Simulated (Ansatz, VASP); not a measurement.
One calculation of Mo, two programs

Contents of INCAR:

```
  ALGO = Normal
  EDIFF = 1E-8
  ENCUT = 520
  GGA = PE
  ISIF = 2
  ISMEAR = -1
  LASPH = True
  LCHARG = False
  LEFG = True
  LREAL = False
  LWAVE = False
  NBANDS = 13
  NELM = 60
  PREC = Accurate
  SIGMA = 0.08
```

KPOINTS

```
k-points
0
Gamma
  17 17 17
```

Contents of POSCAR:

```
Mo
1.0
    0.0000000000      2.0545198372      2.0545198372
    2.0545198372      0.0000000000      2.0545198372
    2.0545198372      2.0545198372      0.0000000000
Mo
1
Direct
    0.0000000000      0.0000000000      0.0000000000
```

Input for Ansatz:

```yaml
crystal:
  lattice:
    - [0.0, 2.0545198372, 2.0545198372]
    - [2.0545198372, 0.0, 2.0545198372]
    - [2.0545198372, 2.0545198372, 0.0]
  atoms:
    - { symbol: Mo, position: [0.0, 0.0, 0.0] }
kpoints:
  mp_grid: { grid: [17, 17, 17] }
scf:
  occupations: { method: fermi_dirac, width: 0.08 }
hamiltonian:
  xc: pbe
  pseudopotentials: { kind: paw }
output:
  forces: true
  stress: true
  eigenvalues: true
  efg: { contact_densities: true }
```

Change from the starting cell: volume scaled by 1.06, PAW files.

Alike in both runs: task electric field gradients; functional PBE; k mesh 17 × 17 × 17; occupations fermi-dirac, width 0.08 eV; no spin polarisation.

|  | VASP | Ansatz |
| --- | --- | --- |
| version | VASP 6.6.1 | Ansatz 0.2.0 |
| potentials or method | VASP PAW PBE potentials, release 64 (Mo_sv) | PAW with Ansatz's default frozen-core files, scalar-relativistic |
| plane-wave cutoff (eV) | 520 | 420 |
| valence electrons in the cell | 14 | 14 |

VASP gave:

| Quantity | Value |
| --- | --- |
| pressure (GPa) | -15.5 |
| Vzz of the field gradient on the site that differs most (V/Å²) | 0.0 |

Task: What did Ansatz give for the same quantities?

Result: Pressure (GPa): -15.9; Vzz of the field gradient on the site that differs most (V/Å²): 0.0.

The functional is the same, so the differences come from potentials, cutoffs and numerics. Ansatz warned: «gradients_without_spin_orbit».

Caveats: so large a pressure means that the cell lies far from this level's equilibrium, or that cutoff or potentials fall short (VASP).
